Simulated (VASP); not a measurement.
# C (P6_3/mmc) in VASP: a series of runs

Aim: see how the results for C move with the level of theory and the settings. Levels: vdW-DF, vdW-DF2, optB88-vdW, optB86b-vdW, rev-vdW-DF2. Tasks: single point.

Everything below comes from runs of VASP 6.6.1. Logs are shortened: lines on timing, memory, paths and dates and some standing lists are left out, and cuts for length are marked.

### 1 The crystal as given

Symmetry: P6_3/mmc, No. 194, hexagonal system. The conventional cell has a = 2.461 Å, b = 2.461 Å, c = 6.171 Å, α = 90.00°, β = 90.00°, γ = 120.00°. Around C (site symmetry -6m2) lie 3 C at 1.42 Å. C (site symmetry -6m2) is surrounded by 3 C at 1.42 Å.

The cell was built by a generator and needn't be a form met in nature.

### 2 Single point, vdW-DF

The input, INCAR:

```
AGGAC = 0.0
ALGO = Fast
EDIFF = 1E-6
ENCUT = 520
GGA = RE
ISIF = 2
ISMEAR = -1
LASPH = True
LCHARG = False
LREAL = False
LUSE_VDW = True
LWAVE = False
NELM = 60
PREC = Accurate
SIGMA = 0.05
```

The input, KPOINTS:

```
k-points
0
Gamma
  16 16 4
```

The input, POSCAR:

```
C
1.0
    2.4610000000      0.0000000000      0.0000000000
   -1.2305000000      2.1312885187      0.0000000000
    0.0000000000      0.0000000000      6.1713600000
C
4
Direct
    0.0000000000      0.0000000000      0.2500000000
    0.3333333333      0.6666666667      0.2500000000
    0.0000000000      0.0000000000      0.7500000000
    0.6666666667      0.3333333333      0.7500000000
```

Potentials or basis: VASP PAW PBE potentials, release 64 (C).

The run is started by

```bash
cat potpaw_PBE.64/C/POTCAR > POTCAR
mpirun -np 1 vasp_std > vasp.out
```

OUTCAR:

```text
EDIFF = 1E-6
   ENCUT = 520
   GGA = RE
   ISIF = 2
   ISMEAR = -1
   LASPH = True
   LREAL = False
   NELM = 60
   PREC = Accurate

 ion  position               nearest neighbor table
   1  0.000  0.000  0.250-   2 1.42   2 1.42   2 1.42
   2  0.333  0.667  0.250-   1 1.42   1 1.42   1 1.42
   3  0.000  0.000  0.750-   4 1.42   4 1.42   4 1.42
   4  0.667  0.333  0.750-   3 1.42   3 1.42   3 1.42

  LATTYP: Found a hexagonal cell.
 ALAT       =     2.4610000000
 C/A-ratio  =     2.5076635514

  Lattice vectors:

 A1 = (   2.4610000000,   0.0000000000,   0.0000000000)
 A2 = (  -1.2305000000,   2.1312885187,   0.0000000000)
 A3 = (   0.0000000000,   0.0000000000,   6.1713600000)

Analysis of symmetry for initial positions (statically):
=====================================================================
 Subroutine PRICEL returns:
 Original cell was already a primitive cell.

 Routine SETGRP: Setting up the symmetry group for a
 hexagonal supercell.

 Subroutine GETGRP returns: Found 24 space group operations
 (whereof 12 operations were pure point group operations)
 out of a pool of 24 trial point group operations.

The static configuration has the point symmetry D_3d.
 The point group associated with its full space group is D_6h.

Analysis of symmetry for dynamics (positions and initial velocities):
=====================================================================
 Subroutine PRICEL returns:
 Original cell was already a primitive cell.

 Routine SETGRP: Setting up the symmetry group for a
 hexagonal supercell.

 Subroutine GETGRP returns: Found 24 space group operations
 (whereof 12 operations were pure point group operations)
 out of a pool of 24 trial point group operations.

The dynamic configuration has the point symmetry D_3d.
 The point group associated with its full space group is D_6h.

 Subroutine INISYM returns: Found 24 space group operations
 (whereof 12 operations are pure point group operations),
 and found     1 'primitive' translations

----------------------------------------------------------------------------------------

                                     Primitive cell

  volume of cell :      32.3694

  direct lattice vectors                    reciprocal lattice vectors
     2.461000000  0.000000000  0.000000000     0.406338887  0.234599866  0.000000000
    -1.230500000  2.131288519  0.000000000     0.000000000  0.469199731  0.000000000
     0.000000000  0.000000000  6.171360000     0.000000000  0.000000000  0.162038837

  length of vectors
     2.461000000  2.461000000  6.171360000     0.469199731  0.469199731  0.162038837

  position of ions in fractional coordinates (direct lattice)
     0.000000000  0.000000000  0.250000000
     0.333333333  0.666666667  0.250000000
     0.000000000  0.000000000  0.750000000
     0.666666667  0.333333333  0.750000000

  ion indices of the primitive-cell ions
   primitive index   ion index
                 1           1
                 2           2
                 3           3
                 4           4

----------------------------------------------------------------------------------------

 KPOINTS: k-points

Automatic generation of k-mesh.
 Grid dimensions read from file:
 generate k-points for:   16   16    4

 Generating k-lattice:

  Cartesian coordinates                     Fractional coordinates (reciprocal lattice)
     0.025396180  0.014662492  0.000000000     0.062500000  0.000000000  0.000000000
     0.000000000  0.029324983  0.000000000     0.000000000  0.062500000  0.000000000
     0.000000000  0.000000000  0.040509709     0.000000000  0.000000000  0.250000000

  Length of vectors
     0.029324983  0.029324983  0.040509709

  Shift w.r.t. Gamma in fractional coordinates (k-lattice)
     0.000000000  0.000000000  0.000000000

 Subroutine IBZKPT returns following result:
 ===========================================

 Found     90 irreducible k-points:

 Following reciprocal coordinates:
            Coordinates               Weight
  0.000000  0.000000  0.000000      1.000000
  0.062500  0.000000  0.000000      6.000000
  0.125000  0.000000  0.000000      6.000000
  0.187500  0.000000  0.000000      6.000000
  0.250000  0.000000  0.000000      6.000000
  0.312500 -0.000000  0.000000      6.000000
[... 16 lines left out ...]
  0.187500  0.187500  0.000000      6.000000
  0.250000  0.187500  0.000000     12.000000
 [... further k-points ...]
   k-points           NKPTS =     90   k-points in BZ     NKDIM =     90   number of bands    NBANDS=     12
   number of dos      NEDOS =    301   number of ions     NIONS =      4
   total plane-waves  NPLWV =  15552
   dimension x,y,z NGX =    18 NGY =   18 NGZ =   48
   dimension x,y,z NGXF=    36 NGYF=   36 NGZF=   96
   ions per type =               4
   NGX,Y,Z   is equivalent  to a cutoff of  12.16, 12.16, 12.93 a.u.
   NGXF,Y,Z  is equivalent  to a cutoff of  24.32, 24.32, 25.86 a.u.
 SYSTEM =  unknown system
   PREC   = accura    normal or accurate (medium, high low for compatibility)
   ISTART =      0    job   : 0-new  1-cont  2-samecut
   ICHARG =      2    charge: 1-file 2-atom 10-const
   ISPIN  =      1    spin polarized calculation?
   LNONCOLLINEAR =      F non collinear calculations
   LSORBIT =      F    spin-orbit coupling
   LASPH  =      T    aspherical Exc in radial PAW
   ENCUT  =  520.0 eV  38.22 Ry    6.18 a.u.   4.58  4.58 11.47*2*pi/ulx,y,z
   NELM   =     60;   NELMIN=  2; NELMDL= -5     # of ELM steps
   EDIFF  = 0.1E-05   stopping-criterion for ELM
   LREAL  =      F    real-space projection
   EDIFFG = 0.1E-04   stopping-criterion for IOM
   NSW    =      0    number of steps for IOM
   IBRION =     -1    ionic relax: 0-MD 1-quasi-New 2-CG
   NFREE  =      0    steps in history (QN), initial steepest desc. (CG)
   ISIF   =      2    stress and relaxation
   ISYM   =      2    0-nonsym 1-usesym 2-fastsym
   POTIM  = 0.5000    time-step for ionic-motion
   TEBEG  =    0.0;   TEEND  =   0.0 temperature during run
   PSTRESS=    0.0 pullay stress
   NELECT =      16.0000    total number of electrons
   NUPDOWN=      -1.0000    fix difference up-down
   EMIN   =  10.00;   EMAX   =-10.00  energy-range for DOS
   EFERMI =   0.00;   METHOD = LEGACY
   ISMEAR =    -1;   SIGMA  =   0.05  broadening in eV -4-tet -1-fermi 0-gaus
   EFERMI_NEDOS =   21; number of points for ismear=-14 and -15
   IALGO  =     68    algorithm
   IMIX   =      4    mixing-type and parameters
     AMIX     =   0.40;   BMIX     =  1.00
     AMIX_MAG =   1.60;   BMIX_MAG =  1.00
  volume/ion in A,a.u.               =       8.09        54.61
  Fermi-wavevector in a.u.,A,eV,Ry     =   1.294404  2.446069 22.796320  1.675482
  Thomas-Fermi vector in A             =   2.425989
   LORBIT       =      0    0 simple, 1 ext, 2 COOP (PROOUT), +10 PAW based schemes
   GGA     = RE    functional components
   LHFCALC =     F    Hartree Fock is set to
   AEXX    =    0.0000 exact exchange contribution
   IVDW_NL    =     1    kernel type
   BPARAM     = 6.3000
   IVDW    =     0    specifies the selected vdW correction
   LEPSILON=     F    determine dielectric tensor
   LRPA    =     F    only Hartree local field effects (RPA)
 non-spin polarized calculation
 RMM-DIIS sequential band-by-band and
  energy-cutoff  :      520.00
  volume of cell :       32.37
 maximum number of plane-waves:       890
   NGX =  9   NGY =  9   NGZ = 23

 number of electron      15.9999995 magnetization

 Free energy of the ion-electron system (eV)
  ---------------------------------------------------
  ext. energy  EPLUGINS =         0.00000000
  ---------------------------------------------------
  free energy    TOTEN  =       -29.94964677 eV

  energy without entropy =      -29.94932693  energy(sigma->0) =      -29.94948685

 E-fermi :   5.5285     XC(G=0): -10.7591

 val. band max:        5.3806480983   @ k =   0.3125   0.3125   0.0000
 cond. band min:       5.6737682803   @ k =   0.3125   0.3125   0.0000
 fundamental gap:      0.2931201819
 Fermi energy:         5.5284666398

 k-point     1 :       0.0000    0.0000    0.0000
  band No.  band energies     occupation
      1     -14.3064      2.00000
      2     -13.7609      2.00000
      3      -3.3971      2.00000
      4      -0.5009      2.00000
      5       2.3690      2.00000
      6       2.3690      2.00000
      7       2.4102      2.00000
      8       2.4102      2.00000
      9      10.7761      0.00000
     10      13.8973      0.00000
     11      13.9695      0.00000
     12      14.0004      0.00000

 k-point     2 :       0.0625    0.0000    0.0000
  band No.  band energies     occupation
      1     -14.2127      2.00000
      2     -13.6700      2.00000
      3      -3.2832      2.00000
      4      -0.3972      2.00000
      5       1.9900      2.00000
      6       2.0495      2.00000
      7       2.1701      2.00000
      8       2.2241      2.00000
      9      10.8826      0.00000
     10      13.9365      0.00000
     11      14.0671      0.00000
     12      14.2919      0.00000

 k-point     3 :       0.1250    0.0000    0.0000
  band No.  band energies     occupation
      1     -13.9322      2.00000
      2     -13.3979      2.00000
      3      -2.9427      2.00000
      4      -0.0881      2.00000
      5       0.9732      2.00000
      6       1.0724      2.00000
      7       1.6616      2.00000
      8       1.7363      2.00000
      9      11.2038      0.00000
     10      13.9321      0.00000
     11      14.1605      0.00000
     12      15.3955      0.00000
[... 286 lines left out ...]
 k-point    23 :       0.1875    0.1875    0.0000
  band No.  band energies     occupation
      1     -11.8166      2.00000
      2     -11.3458      2.00000
      3      -3.1178      2.00000
      4      -2.9977      2.00000
      5      -1.6141      2.00000
      6      -1.5269      2.00000
      7      -0.4057      2.00000
      8       2.1486      2.00000
      9      10.5144      0.00000
     10      11.3539      0.00000
     11      13.6893      0.00000
     12      15.9428      0.00000

 k-point    24 :       0.2500    0.1875    0.0000
  band No.  band energies     occupation
      1     -10.9218      2.00000
      2     -10.4788      2.00000
      3      -4.3657      2.00000
      4      -4.1782      2.00000
      5      -2.4421      2.00000
      6      -2.3061      2.00000
      7       0.6426      2.00000
      8       3.0177      2.00000
      9       9.0445      0.00000
     10      10.0055      0.00000
     11      14.7278      0.00000
     12      16.0348      0.00000

 [... further k-points ...]

------------------------ aborting loop because EDIFF is reached ----------------------------------------

  FORCE on cell =-STRESS in cart. coord.  units (eV):
  Direction    XX          YY          ZZ          XY          YZ          ZX
  --------------------------------------------------------------------------------------
  -------------------------------------------------------------------------------------
  Total        1.7628763      1.7628763      1.8146977     -0.0000000     -0.0000000      0.0000000
  in kB       87.2564794     87.2564794     89.8214663     -0.0000000     -0.0000000      0.0000000
  external PRESSURE =      88.1114750 kB  Pullay stress =       0.0000000 kB

 VOLUME and BASIS-vectors are now :
 -----------------------------------------------------------------------------
  energy-cutoff  :      520.00
  volume of cell :       32.37
      direct lattice vectors                 reciprocal lattice vectors
     2.461000000  0.000000000  0.000000000     0.406338887  0.234599866  0.000000000
    -1.230500000  2.131288519  0.000000000     0.000000000  0.469199731  0.000000000
     0.000000000  0.000000000  6.171360000     0.000000000  0.000000000  0.162038837

 POSITION                                       TOTAL-FORCE (eV/Angst)
 -----------------------------------------------------------------------------------
      0.00000      0.00000      1.54284         0.000000     -0.000000      0.000000
     -0.00000      1.42086      1.54284        -0.000000     -0.000000     -0.000000
      0.00000      0.00000      4.62852        -0.000000     -0.000000      0.000000
      1.23050      0.71043      4.62852        -0.000000      0.000000     -0.000000
 -----------------------------------------------------------------------------------
    total drift:                                0.000000     -0.000000      0.000000

  FREE ENERGIE OF THE ION-ELECTRON SYSTEM (eV)
  ---------------------------------------------------
  free  energy   TOTEN  =       -29.9496467730 eV

  energy  without entropy=      -29.9493269331  energy(sigma->0) =      -29.94948685

Total vdW correction in eV:      2.1017453
```

Run time: 40 s. Hardware: 1 thread of Intel Xeon 6975P-C (Granite Rapids), shared host; peak memory 0.28 GiB.

Results:

- Free energy: -29.9496 eV
- Pressure: 8.8 GPa
- Band gap on the k mesh: 0.29 eV, direct

Caveat: the PAW data sets were made with another functional, which shifts forces and pressure a little.

### 3 Single point, vdW-DF2

INCAR: that of step 2 with these lines changed.

```diff
@@ -4,3 +4,3 @@
 ENCUT = 520
-GGA = RE
+GGA = ML
 ISIF = 2
@@ -15 +15,2 @@
 SIGMA = 0.05
+ZAB_VDW = -1.8867
```

KPOINTS is that of step 2.

POSCAR is that of step 2.

Potentials or basis: VASP PAW PBE potentials, release 64 (C).

The run is started by

```bash
cat potpaw_PBE.64/C/POTCAR > POTCAR
mpirun -np 1 vasp_std > vasp.out
```

It took 40 s on 1 thread of Intel Xeon 6975P-C (Granite Rapids), shared host; peak memory 0.28 GiB.

It converged, with:

| Item | Value |
| --- | --- |
| Free energy | -30.3593 eV |
| Pressure | 8.2 GPa |
| Band gap on the k mesh | 0.28 eV, direct |

Stress tensor (GPa, compression positive):
```
7.62 0.00 0.00
0.00 7.62 0.00
0.00 0.00 9.33
```

Levels at points of the mesh, in eV from the valence-band top:
| k point | band 4 | band 5 | band 6 | band 7 | band 8 | band 9 | band 10 | band 11 | band 12 |
| --- | --- | --- | --- | --- | --- | --- | --- | --- | --- |
| (0.00, 0.00, 0.00) | -5.82 | -3.09 | -3.09 | -3.05 | -3.05 | 5.21 | 8.55 | 8.62 | 8.65 |
| (0.50, 0.00, 0.00) | -12.90 | -6.41 | -6.30 | -2.91 | -1.89 | 1.75 | 2.57 | 7.45 | 8.16 |
| (0.00, 0.00, 0.50) | -7.46 | -3.07 | -3.07 | -3.07 | -3.07 | 8.60 | 8.60 | 8.60 | 8.60 |
| (0.50, 0.00, 0.50) | -13.01 | -6.36 | -6.36 | -2.24 | -2.24 | 1.77 | 1.77 | 7.79 | 7.79 |

Caveat: the PAW data sets were made with another functional, which shifts forces and pressure a little. A k mesh can miss the band edges.

### 4 Single point, optB88-vdW

INCAR: that of step 3 with these lines changed.

```diff
@@ -4,3 +4,3 @@
 ENCUT = 520
-GGA = ML
+GGA = BO
 ISIF = 2
@@ -13,4 +13,5 @@
 NELM = 60
+PARAM1 = 0.1833333333
+PARAM2 = 0.22
 PREC = Accurate
 SIGMA = 0.05
-ZAB_VDW = -1.8867
```

KPOINTS is that of step 3.

POSCAR is that of step 3.

The run is started by

```bash
cat potpaw_PBE.64/C/POTCAR > POTCAR
mpirun -np 1 vasp_std > vasp.out
```

Run time: 32 s. Hardware: 1 thread of Intel Xeon 6975P-C (Granite Rapids), shared host; peak memory 0.28 GiB.

Results (log left out):

| Item | Value |
| --- | --- |
| Free energy | -32.0738 eV |
| Pressure | 3.5 GPa |
| Band gap on the k mesh | 0.27 eV, direct |

Stress tensor (GPa, compression positive):
```
2.46 0.00 0.00
0.00 2.46 0.00
0.00 0.00 5.58
```

Levels at points of the mesh, in eV from the valence-band top:
```tsv
k point	band 4	band 5	band 6	band 7	band 8	band 9	band 10	band 11	band 12
(0.00, 0.00, 0.00)	-5.87	-3.01	-3.01	-2.96	-2.96	5.11	8.49	8.56	8.59
(0.50, 0.00, 0.00)	-12.98	-6.39	-6.27	-2.95	-1.91	1.72	2.57	7.31	8.03
(0.00, 0.00, 0.50)	-7.53	-2.99	-2.99	-2.99	-2.99	8.54	8.54	8.54	8.54
(0.50, 0.00, 0.50)	-13.09	-6.33	-6.33	-2.26	-2.26	1.74	1.74	7.66	7.66
```

Caveat: the PAW data sets were made with another functional, which shifts forces and pressure a little. A k mesh can miss the band edges.

[end of part 1 of 2]
